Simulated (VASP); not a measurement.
# PtSe2 (Sudovikovite) (P-3m1) in VASP: a series of runs

Aim: see how the results for PtSe2 (Sudovikovite) move with the level of theory and the settings. Levels: PBE, SCAN+D3+U, PBEsol. Tasks: single point, atomic charges.

Program: VASP 6.6.1. These are calculated values, not measurements. Logs are shortened: lines on timing, memory, paths and dates and some standing lists are left out, and cuts for length are marked.

**1. The structure**

It takes space group P-3m1 (No. 164, trigonal). Conventional cell: a = 3.724 Å, b = 3.724 Å, c = 5.062 Å, α = 90.00°, β = 90.00°, γ = 120.00°. Around Pt (site symmetry -3m) lie 6 Se at 2.49 Å. Around Se (site symmetry 3m) lie 3 Pt at 2.49 Å.

**2. Single point, PBE**

INCAR

```
SYSTEM = PtSe2
  ALGO = Normal
  EDIFF = 1E-6
  ENCUT = 520
  GGA = PE
  ISIF = 2
  ISMEAR = 0
  LASPH = .True.
  LCHARG = .False.
  LREAL = .False.
  LWAVE = .False.
  NBANDS = 18
  NELM = 100
  PREC = Accurate
  SIGMA = 0.05
```

KPOINTS

```
k-points
0
Gamma
  8 8 5
  0 0 0
```

POSCAR

```
PtSe2
1.0
    3.7240000000      0.0000000000      0.0000000000
   -1.8620000000      3.2250786037      0.0000000000
    0.0000000000      0.0000000000      5.0620000000
Pt Se
1 2
Cartesian
    0.0000000000      0.0000000000      0.0000000000
    1.8620000002      1.0750262011      3.7965000000
   -0.0000000002      2.1500524026      1.2655000000
```

Potentials or basis: VASP PAW PBE potentials, release 64 (Pt, Se).

Launch:

```console
$ cat potpaw_PBE.64/Pt/POTCAR potpaw_PBE.64/Se/POTCAR > POTCAR
$ mpirun -np 1 vasp_std > vasp.out
```

OUTCAR:

```text
SYSTEM = PtSe2
   EDIFF = 1E-6
   ENCUT = 520
   GGA = PE
   ISIF = 2
   ISMEAR = 0
   LASPH = .True.
   LREAL = .False.
   NELM = 100
   PREC = Accurate

 ion  position               nearest neighbor table
   1  0.000  0.000  0.000-   2 2.49   3 2.49   3 2.49   2 2.49   2 2.49   3 2.49
   2  0.667  0.333  0.750-   1 2.49   1 2.49   1 2.49
   3  0.333  0.667  0.250-   1 2.49   1 2.49   1 2.49

  LATTYP: Found a hexagonal cell.
 ALAT       =     3.7240000000
 C/A-ratio  =     1.3592910849

  Lattice vectors:

 A1 = (   3.7240000000,   0.0000000000,   0.0000000000)
 A2 = (  -1.8620000000,   3.2250786037,   0.0000000000)
 A3 = (   0.0000000000,   0.0000000000,   5.0620000000)

Analysis of symmetry for initial positions (statically):
=====================================================================
 Subroutine PRICEL returns:
 Original cell was already a primitive cell.

 Routine SETGRP: Setting up the symmetry group for a
 hexagonal supercell.

 Subroutine GETGRP returns: Found 12 space group operations
 (whereof 12 operations were pure point group operations)
 out of a pool of 24 trial point group operations.

The static configuration has the point symmetry D_3d.

Analysis of symmetry for dynamics (positions and initial velocities):
=====================================================================
 Subroutine PRICEL returns:
 Original cell was already a primitive cell.

 Routine SETGRP: Setting up the symmetry group for a
 hexagonal supercell.

 Subroutine GETGRP returns: Found 12 space group operations
 (whereof 12 operations were pure point group operations)
 out of a pool of 24 trial point group operations.

The dynamic configuration has the point symmetry D_3d.

 Subroutine INISYM returns: Found 12 space group operations
 (whereof 12 operations are pure point group operations),
 and found     1 'primitive' translations

----------------------------------------------------------------------------------------

                                     Primitive cell

  volume of cell :      60.7956

  direct lattice vectors                    reciprocal lattice vectors
     3.724000000  0.000000000  0.000000000     0.268528464  0.155034981  0.000000000
[... 84 lines left out ...]
   LSORBIT =      F    spin-orbit coupling
   LASPH  =      T    aspherical Exc in radial PAW
   ENCUT  =  520.0 eV  38.22 Ry    6.18 a.u.   6.92  6.92  9.41*2*pi/ulx,y,z
   NELM   =    100;   NELMIN=  2; NELMDL= -5     # of ELM steps
   EDIFF  = 0.1E-05   stopping-criterion for ELM
   LREAL  =      F    real-space projection
   EDIFFG = 0.1E-04   stopping-criterion for IOM
   NSW    =      0    number of steps for IOM
   IBRION =     -1    ionic relax: 0-MD 1-quasi-New 2-CG
   NFREE  =      0    steps in history (QN), initial steepest desc. (CG)
   ISIF   =      2    stress and relaxation
   ISYM   =      2    0-nonsym 1-usesym 2-fastsym
   POTIM  = 0.5000    time-step for ionic-motion
   TEBEG  =    0.0;   TEEND  =   0.0 temperature during run
   PSTRESS=    0.0 pullay stress
   NELECT =      22.0000    total number of electrons
   NUPDOWN=      -1.0000    fix difference up-down
   EMIN   =  10.00;   EMAX   =-10.00  energy-range for DOS
   EFERMI =   0.00;   METHOD = LEGACY
   ISMEAR =     0;   SIGMA  =   0.05  broadening in eV -4-tet -1-fermi 0-gaus
   EFERMI_NEDOS =   21; number of points for ismear=-14 and -15
   IALGO  =     38    algorithm
   IMIX   =      4    mixing-type and parameters
     AMIX     =   0.40;   BMIX     =  1.00
     AMIX_MAG =   1.60;   BMIX_MAG =  1.00
  volume/ion in A,a.u.               =      20.27       136.76
  Fermi-wavevector in a.u.,A,eV,Ry     =   1.166608  2.204570 18.517184  1.360975
  Thomas-Fermi vector in A             =   2.303119
   LORBIT       =      0    0 simple, 1 ext, 2 COOP (PROOUT), +10 PAW based schemes
   GGA     = PE    functional components
   LHFCALC =     F    Hartree Fock is set to
   AEXX    =    0.0000 exact exchange contribution
   IVDW    =     0    specifies the selected vdW correction
   LEPSILON=     F    determine dielectric tensor
   LRPA    =     F    only Hartree local field effects (RPA)
 non-spin polarized calculation
 Gauss-broadening in eV      SIGMA  =   0.05
  energy-cutoff  :      520.00
  volume of cell :       60.80
 maximum number of plane-waves:      1654
   NGX = 13   NGY = 13   NGZ = 19

 number of electron      21.9999999 magnetization

 Free energy of the ion-electron system (eV)
  ---------------------------------------------------
  ext. energy  EPLUGINS =         0.00000000
  ---------------------------------------------------
  free energy    TOTEN  =       -14.18556194 eV

  energy without entropy =      -14.18436202  energy(sigma->0) =      -14.18496198

 E-fermi :   6.6138     XC(G=0): -10.6320

 val. band max:        6.5848365717   @ k =   0.0000   0.1250   0.2000
 cond. band min:       6.6524195637   @ k =   0.3750   0.2500   0.0000
 fundamental gap:      0.0675829919
 Fermi energy:         6.6138003386

 k-point     1 :       0.0000    0.0000    0.0000
  band No.  band energies     occupation
      1      -9.1777      2.00000
      2      -6.3524      2.00000
      3      -0.6633      2.00000
      4       0.0374      2.00000
      5       0.0374      2.00000
      6       2.4943      2.00000
[... 481 lines left out ...]
      5       0.7403      2.00000
      6       1.5338      2.00000
[... 10 lines left out ...]
     17      15.0003      0.00000
     18      15.5594      0.00000

 [... further k-points ...]

------------------------ aborting loop because EDIFF is reached ----------------------------------------

  FORCE on cell =-STRESS in cart. coord.  units (eV):
  Direction    XX          YY          ZZ          XY          YZ          ZX
  --------------------------------------------------------------------------------------
  -------------------------------------------------------------------------------------
  Total        3.0012386      3.0012386      2.3224301      0.0000000      0.0000000      0.0000000
  in kB       79.0931715     79.0931715     61.2041854      0.0000000      0.0000000      0.0000000
  external PRESSURE =      73.1301761 kB  Pullay stress =       0.0000000 kB

 VOLUME and BASIS-vectors are now :
 -----------------------------------------------------------------------------
  energy-cutoff  :      520.00
  volume of cell :       60.80
      direct lattice vectors                 reciprocal lattice vectors
     3.724000000  0.000000000  0.000000000     0.268528464  0.155034981  0.000000000
    -1.862000000  3.225078604  0.000000000     0.000000000  0.310069962  0.000000000
     0.000000000  0.000000000  5.062000000     0.000000000  0.000000000  0.197550375

 POSITION                                       TOTAL-FORCE (eV/Angst)
 -----------------------------------------------------------------------------------
      0.00000      0.00000      0.00000        -0.000000      0.000000     -0.000000
      1.86200      1.07503      3.79650         0.000000      0.000000     -0.585995
     -0.00000      2.15005      1.26550        -0.000000     -0.000000      0.585995
 -----------------------------------------------------------------------------------
    total drift:                               -0.000000     -0.000000      0.000000

  FREE ENERGIE OF THE ION-ELECTRON SYSTEM (eV)
  ---------------------------------------------------
  free  energy   TOTEN  =       -14.1855619362 eV

  energy  without entropy=      -14.1843620174  energy(sigma->0) =      -14.18496198
```

OSZICAR:

```text
N       E                     dE             d eps       ncg     rms          rms(c)
DAV:   1     0.109740536035E+03    0.10974E+03   -0.99724E+03  1456   0.107E+03
DAV:   2    -0.998179651939E+01   -0.11972E+03   -0.11575E+03  1780   0.213E+02
DAV:   3    -0.149426792429E+02   -0.49609E+01   -0.49281E+01  1710   0.428E+01
DAV:   4    -0.149805431327E+02   -0.37864E-01   -0.37848E-01  1804   0.410E+00
DAV:   5    -0.149809323206E+02   -0.38919E-03   -0.38918E-03  1722   0.404E-01    0.131E+01
DAV:   6    -0.143966804989E+02    0.58425E+00   -0.41210E+00  1488   0.186E+01    0.802E+00
DAV:   7    -0.142071639013E+02    0.18952E+00   -0.81978E-01  1468   0.877E+00    0.394E+00
DAV:   8    -0.141868800072E+02    0.20284E-01   -0.45366E-02  1596   0.169E+00    0.829E-01
DAV:   9    -0.141853699366E+02    0.15101E-02   -0.63150E-03  1660   0.727E-01    0.165E-01
DAV:  10    -0.141855522912E+02   -0.18235E-03   -0.88649E-04  1682   0.211E-01    0.470E-02
DAV:  11    -0.141855586502E+02   -0.63590E-05   -0.54714E-05  1780   0.722E-02    0.225E-02
DAV:  12    -0.141855613322E+02   -0.26820E-05   -0.11947E-05  1550   0.236E-02    0.299E-03
DAV:  13    -0.141855619362E+02   -0.60402E-06   -0.54618E-07  1304   0.510E-03
   1 F= -.14185562E+02 E0= -.14184962E+02  d E =-.119992E-02
```

Run time: 78 s. Hardware: 1 thread of AMD EPYC, shared host; peak memory 0.16 GiB.

What came out:

| Quantity | Value |
| --- | --- |
| Free energy | -14.1856 eV |
| Pressure | 7.3 GPa |
| Largest force | 0.586 eV/Å |
| Band gap on the k mesh | none (metal or under the smearing width) |

Forces on the atoms (eV/Å):
```
Pt   0.000  0.000  0.000
Se   0.000  0.000 -0.586
Se   0.000  0.000  0.586
```

Levels at points of the mesh, in eV from the Fermi level:
| k point | band 8 | band 9 | band 10 | band 11 | band 12 | band 13 | band 14 | band 15 |
| --- | --- | --- | --- | --- | --- | --- | --- | --- |
| (0.00, 0.00, 0.00) | -2.67 | -1.15 | -1.15 | 0.33 | 1.39 | 1.39 | 3.54 | 4.14 |
| (0.50, 0.00, 0.00) | -3.63 | -3.61 | -3.52 | -3.06 | 0.59 | 2.28 | 4.70 | 5.76 |

The run has no spin-orbit coupling, so splittings on Pt are missing.

**3. Single point, PBE**

run.py

```python
from ase.calculators.vasp import Vasp
from ase.dft.bandgap import bandgap
from ase.spacegroup import crystal

atoms = crystal(
    ['Pt', 'Se'],
    basis=[[0.0, 0.0, 0.0], [0.6666666667, 0.3333333333, 0.75]],
    spacegroup=164,
    setting=1,
    cellpar=[3.724, 3.724, 5.062, 90.0, 90.0, 120.0],
    primitive_cell=True,
)
calc = Vasp(
    directory='calc',
    xc='pbe',
    pp='PBE',
    setups='materialsproject',
    prec='Accurate',
    encut=520,
    ediff=1e-06,
    ismear=0,
    sigma=0.05,
    lreal=False,
    lasph=True,
    nelm=80,
    algo='Fast',
    isif=2,
    lwave=False,
    lcharg=False,
    kpts=[8, 8, 5],
    gamma=True,
)
atoms.calc = calc

print('energy (eV):', atoms.get_potential_energy())
print('free energy (eV):', atoms.get_potential_energy(force_consistent=True))
print('forces (eV/A):')
print(atoms.get_forces())
print('stress (eV/A^3, Voigt):', atoms.get_stress())
print('Fermi level (eV):', calc.get_fermi_level())
gap, top, bottom = bandgap(calc)
print('band gap (eV):', gap, 'from (spin, k, band)', top, 'to', bottom)
```

Potentials or basis: VASP PAW PBE potentials, release 64 (Pt, Se).

Launch:

```console
$ python run.py
```

Run time: 92 s. Hardware: 1 thread of AMD EPYC, shared host; peak memory 0.16 GiB.

It converged, with:

* Free energy: -14.1856 eV
* Pressure: 7.3 GPa
* Largest force: 0.587 eV/Å
* Band gap on the k mesh: none (metal or under the smearing width)

Forces in eV/Å, atoms in the order of the input:
```
Pt   0.000  0.000  0.000
Se   0.000  0.000 -0.587
Se   0.000  0.000  0.587
```

Stress tensor (GPa, compression positive):
```
7.92 0.00 0.00
0.00 7.92 0.00
0.00 0.00 6.14
```

Levels at points of the mesh, in eV from the Fermi level:
| k point | band 7 | band 8 | band 9 | band 10 | band 11 | band 12 | band 13 | band 14 | band 15 |
| --- | --- | --- | --- | --- | --- | --- | --- | --- | --- |
| (0.00, 0.00, 0.00) | -4.12 | -2.67 | -1.15 | -1.15 | 0.33 | 1.39 | 1.39 | 3.54 | 4.14 |
| (0.50, 0.00, 0.00) | -3.79 | -3.63 | -3.61 | -3.52 | -3.06 | 0.59 | 2.28 | 4.70 | 5.76 |

Spin-orbit coupling is left out, which matters for the levels of Pt.

**4. Atomic charges, SCAN+D3+U**

INCAR

```
  PREC = Accurate
  ENCUT = 500
  EDIFF = 1E-7
  ISMEAR = 0
  SIGMA = 0.01
  LREAL = False
  LASPH = True
  NELM = 80
  ALGO = Normal
  ISIF = 2
  LWAVE = False
  LCHARG = False
  LMAXMIX = 4
  LDAU = True
  LDAUTYPE = 2
  LDAUL = 2 -1
  LDAUU = 4 0
  LDAUJ = 0 0
  LDAUPRINT = 1
  METAGGA = SCAN
  LMIXTAU = True
  IVDW = 11
  LORBIT = 10
```

PtSe2.cif

```cif
data_PtSe2
_cell_length_a 3.72400000
_cell_length_b 3.72400000
_cell_length_c 5.06200000
_cell_angle_alpha 90.00000000
_cell_angle_beta 90.00000000
_cell_angle_gamma 120.00000000
_space_group_name_H-M_alt 'P-3m1'
_space_group_name_Hall '-P 3 2"'
_space_group_IT_number 164
loop_
_space_group_symop_operation_xyz
'x,y,z'
'-x,-y,-z'
'-y,x-y,z'
'y,-x+y,-z'
'-x+y,-x,z'
'x-y,x,-z'
'y,x,-z'
'-y,-x,z'
'x-y,-y,-z'
'-x+y,y,z'
'-x,-x+y,-z'
'x,x-y,z'
loop_
_atom_site_label
_atom_site_type_symbol
_atom_site_symmetry_multiplicity
_atom_site_Wyckoff_symbol
_atom_site_fract_x
_atom_site_fract_y
_atom_site_fract_z
_atom_site_occupancy
Pt1 Pt 1 a 0.0000000000 0.0000000000 0.0000000000 1
Se1 Se 2 d 0.6666666667 0.3333333333 0.7500000000 1
```

KPOINTS

```
Automatic mesh
0
Gamma
  8 8 5
```

POSCAR

```
Pt Se
 1.0000000000000000
     3.7240000000000002    0.0000000000000000    0.0000000000000000
    -1.8619999999999992    3.2250786036932499    0.0000000000000000
     0.0000000000000000    0.0000000000000000    5.0620000000000003
 Pt  Se 
   1   2
Cartesian
  0.0000000000000000  0.0000000000000000  0.0000000000000000
  1.8620000001862003  1.0750262011235807  3.7965000000000000
 -0.0000000001861994  2.1500524025696697  1.2655000000000001
```

Launch:

```console
$ ase convert -i cif -o vasp PtSe2.cif POSCAR
$ cat potpaw_PBE.64/Pt/POTCAR potpaw_PBE.64/Se/POTCAR > POTCAR
$ mpirun -np 1 vasp_std > vasp.out
```

Run time: 8.8 min. Hardware: 1 thread of AMD EPYC, shared host; peak memory 0.18 GiB.

Results (log left out):

| Quantity | Value |
| --- | --- |
| Free energy | -109.6003 eV |
| Pressure | -2.1 GPa |
| Largest force | 0.209 eV/Å |
| Band gap on the k mesh | none (metal or under the smearing width) |
| Valence electrons inside the program's atomic spheres | Pt 9.63; Se 3.81 |
| Dispersion energy per atom | -0.122 eV |

Forces in eV/Å, atoms in the order of the input:
```
Pt   0.000  0.000  0.000
Se   0.000  0.000  0.209
Se   0.000  0.000 -0.209
```

Stress tensor (GPa, compression positive):
```
-2.99  0.00  0.00
 0.00 -2.99  0.00
 0.00  0.00 -0.37
```

Levels at points of the mesh, in eV from the Fermi level:
```tsv
k point	band 7	band 8	band 9	band 10	band 11	band 12	band 13	band 14	band 15
(0.00, 0.00, 0.00)	-5.43	-3.70	-1.29	-1.29	0.26	1.33	1.33	3.82	4.31
(0.50, 0.00, 0.00)	-4.89	-4.52	-3.99	-3.82	-3.71	0.52	2.29	4.68	6.10
```

Eigenvalues of the final occupation matrices:
```csv
site,spin,trace,eigenvalues
site 1 d,1,4.19,0.70 0.70 0.93 0.93 0.93
site 1 d,2,4.19,0.70 0.70 0.93 0.93 0.93
```

Caveat: the PAW data sets were made with another functional, which shifts forces and pressure a little; U without spin polarisation on a metal has little footing; pairwise dispersion overbinds metals, which lowers pressure and volume. Spin-orbit coupling is left out, which matters for the levels of Pt.

**5. Single point, PBEsol (volume scaled by 1.04)**

run.py, as its differences from that of step 3:

```diff
@@ -9,3 +9,3 @@
     setting=1,
-    cellpar=[3.724, 3.724, 5.062, 90.0, 90.0, 120.0],
+    cellpar=[3.77300562, 3.77300562, 5.1286129, 90.0, 90.0, 120.0],
     primitive_cell=True,
@@ -14,10 +14,10 @@
     directory='calc',
-    xc='pbe',
+    xc='pbesol',
     pp='PBE',
-    setups='materialsproject',
-    prec='Accurate',
+    setups='recommended',
+    prec='Low',
     encut=520,
-    ediff=1e-06,
-    ismear=0,
-    sigma=0.05,
+    ediff=1e-07,
+    ismear=-1,
+    sigma=0.1,
     lreal=False,
@@ -25,3 +25,3 @@
     nelm=80,
-    algo='Fast',
+    algo='Normal',
     isif=2,
```

Launch:

```console
$ python run.py
```

Run time: 60 s. Hardware: 1 thread of AMD EPYC, shared host; peak memory 0.11 GiB.

These settings aren't checked as converged (typed here: PREC = Low): the numbers below hold their error.

Results:

```yaml
Free_energy: -15.8929 eV
Pressure: -2.7 GPa
Largest_force: 0.118 eV/Å
Band_gap_on_the_k_mesh: none (metal or under the smearing width)
```

Caveat: the PAW data sets were made with another functional, which shifts forces and pressure a little.

**6. For comparison**

An earlier run on the cell as given: functional PBE; potentials or basis VASP PAW PBE potentials, release 64 (Pt, Se); cutoff 520 eV; k mesh 8 × 8 × 5; occupations fermi-dirac, width 0.05 eV; no spin polarisation.

* Pressure: 7.3 GPa
* Largest force: 0.599 eV/Å
* Band gap on the k mesh: none (metal or under the smearing width)

**7. Overview**

| task | level | U | cutoff (eV) | smearing | gap on the mesh (eV) | pressure (GPa) | largest force (eV/Å) |
| --- | --- | --- | --- | --- | --- | --- | --- |
| single point | PBE | - | 520 | gaussian 0.05 eV | none | 7.3 | 0.59 |
| atomic charges | SCAN+D3+U | Pt d U = 4 eV | 500 | gaussian 0.01 eV | none | -2.1 | 0.21 |
| single point | PBE | - | 520 | fermi-dirac 0.05 eV | none | 7.3 | 0.60 |

Alike in all rows: potentials or basis VASP PAW PBE potentials, release 64 (Pt, Se); no spin polarisation; cell as given; k mesh 8 × 8 × 5.

Every run on the cell as given and a fine mesh finds a metal. The pressure there spans -2.1 GPa (SCAN+D3+U) to 7.3 GPa (PBE); a positive pressure means that this level wants a larger cell, a negative one a smaller.

Caveats: the PAW data sets were made with another functional, which shifts forces and pressure a little (some runs); U without spin polarisation on a metal has little footing (some runs); pairwise dispersion overbinds metals, which lowers pressure and volume (some runs).

Absolute energies hang on the potentials; compare differences alone.
